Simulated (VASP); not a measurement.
From an Ansatz input to VASP: BaS (distorted zincblende)

Ansatz input

```yaml
crystal:
  lattice:
    - [0.0059, 3.5418, 3.5349]
    - [3.5813, -0.0942, 3.635]
    - [3.5088, 3.5694, -0.0217]
  atoms:
    - { symbol: Ba, position: [0.0006, 0.008, 0.0041] }
    - { symbol: S, position: [0.2416, 0.2522, 0.2506] }
kpoints:
  mp_grid: { grid: [6, 6, 6] }
hamiltonian:
  xc: pbe
scf:
  occupations: { method: fermi_dirac, width: 0.02 }
  n_extra_bands: 4
output:
  forces: true
  stress: true
  eigenvalues: true
```

Q: Translate this input to VASP.

A: 

INCAR

```
NELM = 120
LWAVE = .FALSE.
ISIF = 2
LASPH = .TRUE.
ENCUT = 520
NSW = 0
GGA = PE
IBRION = -1
NBANDS = 15
LREAL = .FALSE.
LCHARG = .FALSE.
PREC = Accurate
EDIFF = 1E-7
SIGMA = 0.02
ISMEAR = -1
```

KPOINTS

```
KPOINTS created by Atomic Simulation Environment
0
Gamma
6 6 6
0 0 0
```

POSCAR

```
Ba S
 1.0000000000000000
     0.0059000000000000    3.5417999999999998    3.5348999999999999
     3.5813000000000001   -0.0942000000000000    3.6349999999999998
     3.5087999999999999    3.5693999999999999   -0.0217000000000000
 Ba  S
   1   1
Cartesian
  0.0430400200000000  0.0160060200000000  0.0311119700000000
  1.7839345799999999  1.7264332800000000  1.7653408200000000
```

VASP ran with the recommended PBE PAW datasets (16 valence electrons in the cell). Other inputs would serve too.

```csv
,Ansatz,VASP
gap between bands v and c on the k mesh,2.65 eV,2.66 eV
least direct gap on the k mesh,3.23 eV,3.24 eV
pressure,-1.2 GPa,-0.8 GPa
largest force,0.30 eV/Å,0.34 eV/Å
```

Datasets and cutoffs are each program's own. VASP's cell holds 16 valence electrons and Ansatz's 16. Ansatz's stress includes a Pulay correction; VASP's doesn't.
